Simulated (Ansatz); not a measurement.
# Si: frozen-core PAW against all-electron methods

```
Si
1.0
     0.00000    2.75714    2.63401
     2.75714    0.00000    2.63401
     2.75714    2.75714    0.00000
Si
2
Direct
  0.50000 0.50000 0.50000
  0.75000 0.75000 0.75000
```

Atoms are numbered in the order listed.

The cell is a measured one (Crystallography Open Database entry 9011998); the temperature and pressure of the measurement aren't taken into account, and nothing was relaxed. The listed cell was then made from it by scaling, straining or moving an atom.

All numbers are computed: DFT, PBE, PAW with Ansatz's default frozen-core files, scalar-relativistic (Ansatz 0.2.0); DFT, PBE, all-electron PAW with datasets made for the crystal, scalar-relativistic (Ansatz 0.2.0); DFT, PBE, all-electron LAPW, scalar-relativistic (Ansatz 0.2.0).

For PAW: a Γ-centred 11×11×11 k mesh, Fermi–Dirac smearing of 0.08 eV, cutoff 420 eV, no spin polarisation. The crystal-made all-electron datasets (AE datasets) take a cutoff of 180 eV at this cell. LAPW targets a basis error of 0.25 meV/atom. The Ansatz runs share mesh, smearing and spin set-up. Plane-wave (PAW) pressures include the program's estimate of the Pulay term.

Stress and pressure are positive in compression.

The change that made this cell: z strained by -3 % at fixed volume.

```
       quantity   PAW  AE datasets  LAPW
 pressure (GPa)  1.93         1.89  1.90
stress xx (GPa)     ?         0.56  0.56
stress zz (GPa)  4.59         4.56  4.56
```

Q: Fill in "PAW" for the row "stress xx (GPa)".

A: 0.60.
